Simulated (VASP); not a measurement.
# InSb: single point with PBE

The system is InSb.

```
In Sb
1.0
     0.00000    3.23910    3.23910
     3.23910    0.00000    3.23910
     3.23910    3.23910    0.00000
In Sb
1 1
Direct
  0.00000 0.00000 0.00000
  0.25000 0.25000 0.25000
```

```yaml
Program: VASP 6.6.1
Task: single point
Functional: PBE
Potentials_or_basis: VASP PAW PBE potentials, release 64 (In_d, Sb)
Cutoff: 520 eV
k_mesh: 4 × 4 × 4
Occupations: gaussian, width 0.02 eV
Spin: no spin polarisation
```

```
Pressure               : 3.7 GPa
Band gap on the k mesh : none (metal or under the smearing width)
```

Levels at points of the mesh, in eV from the Fermi level:
```
           k point  band 5  band 6  band 7  band 8  band 9  band 10  band 11  band 12  band 13  band 14
(0.00, 0.00, 0.00)  -14.56  -10.73   -0.20   -0.01   -0.01    -0.01     2.93     2.93     2.93     5.73
(0.50, 0.00, 0.00)  -14.55   -9.35   -5.64   -1.02   -1.02     0.52     3.79     3.79     6.08     8.29
(0.50, 0.50, 0.00)  -14.55   -8.74   -5.94   -2.28   -2.28     1.31     1.32     8.14     8.14     8.81
```

It took 6.8 s on 1 thread of Intel(R) Xeon(R) 6975P-C (Granite Rapids), with other jobs on the host, peak memory 0.2 GiB.

Caveat: the k mesh is coarse (spacing up to 0.42 Å⁻¹), so the values aren't converged; this crystal is a semiconductor, whose small gap the functional closes, so the metal is an error of the method. Spin-orbit coupling is left out, which matters for the levels of Sb.
